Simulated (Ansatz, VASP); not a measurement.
# Mg: VASP beside Ansatz

The input INCAR:

```
ALGO = Normal ; EDIFF = 1E-6
EDIFFG = -0.01 ; ENCUT = 600
GGA = PS ; IBRION = 2
ISIF = 4 ; ISMEAR = 0
LASPH = True ; LCHARG = False
LREAL = False ; LWAVE = False
NELM = 100 ; NSW = 60
PREC = Accurate ; SIGMA = 0.05
```

File KPOINTS:

```
k-points
0
Gamma
  16 16 10
```

The input POSCAR:

```
Mg
1.0
    3.0898934931      0.0000000000      0.0000000000
   -1.5449467465      2.6759262600      0.0000000000
    0.0000000000      0.0000000000      5.0095613264
Mg
2
Direct
    0.3333333333      0.6666666667      0.2500000000
    0.6666666667      0.3333333333      0.7500000000
```

Input for Ansatz:

```yaml
crystal:
  lattice:
    - [3.0898934931, 0.0, 0.0]
    - [-1.5449467465, 2.67592626, 0.0]
    - [0.0, 0.0, 5.0095613264]
  atoms:
    - { symbol: Mg, position: [0.3333333333, 0.6666666667, 0.25] }
    - { symbol: Mg, position: [0.6666666667, 0.3333333333, 0.75] }
basis:
  ecutwfc: 420
  ecutrho_ratio: 4
kpoints:
  mp_grid: { grid: [16, 16, 10] }
hamiltonian:
  xc: pbesol
scf:
  occupations: { method: gaussian, width: 0.05 }
output:
  forces: true
  stress: true
  eigenvalues: true
relax:
  f_tol: 0.01
  max_steps: 40
  cell: { stress_tol: 0.1, fix: [volume] }
```

Alike in both runs: task relaxation of shape and atoms at fixed volume; functional PBEsol; k mesh 16 × 16 × 10; occupations gaussian, width 0.05 eV; no spin polarisation.

```csv
,VASP,Ansatz
version,VASP 6.6.1,Ansatz 0.2.0
potentials or method,"VASP PAW PBE potentials, release 64 (Mg)","scalar-relativistic, plane waves, PAW"
plane-wave cutoff (eV),600,420
valence electrons in the cell,4,20
```

```csv
,VASP,Ansatz,Ansatz less VASP
"gap on the k mesh at the Fermi level, each at its own relaxed structure (eV)",none,none,-
relaxed volume (Å³/atom),20.71,20.71,0.000
relaxed cell length with the largest relative difference (Å),3.090,3.090,0.0000
```

A gap of «none» marks a metal or a gap that the smearing closes. The two sets of potentials don't hold the same shells in valence.

Caveats: the relaxation stopped at its first step, so nothing moved; the PAW data sets were made with another functional, which shifts forces and pressure a little (VASP).
